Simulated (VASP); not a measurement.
Cl2, 2 atoms in the cell. The cell holds a molecule in a box, 2 atoms: a = 12.000 Å, b = 12.500 Å, c = 13.000 Å, α = 90.00°, β = 90.00°, γ = 90.00°. 

| Property | Result |
| --- | --- |
| Program | VASP 6.6.1 |
| Task | single point |
| Functional | PBE |
| Potentials or basis | VASP PAW PBE potentials, release 64 (Cl) |
| Cutoff | 450 eV |
| k mesh | 1 × 1 × 1 |
| Occupations | gaussian, width 0.01 eV |
| Spin | no spin polarisation |
| Further INCAR settings | ALGO = Normal; EDIFF = 1e-06; NBANDS = 14 |

Potentials or basis: VASP PAW PBE potentials, release 64 (Cl).

Launch:

```bash
$ cat potpaw_PBE.64/Cl/POTCAR > POTCAR
$ mpirun -np 4 vasp_std > vasp.out
```

Hardware: 4 MPI ranks on Intel(R) Xeon(R) Platinum 8259CL CPU @ 2.50GHz (Skylake/Cascade Lake), on a shared host.

**Question.** How long does it take, and how much memory?

**Answer.** Wall time 33 s on 4 MPI ranks on Intel(R) Xeon(R) Platinum 8259CL CPU @ 2.50GHz (Skylake/Cascade Lake) (shared host), peak memory 0.43 GiB a rank. Counts: scf iterations 20, k points 1.
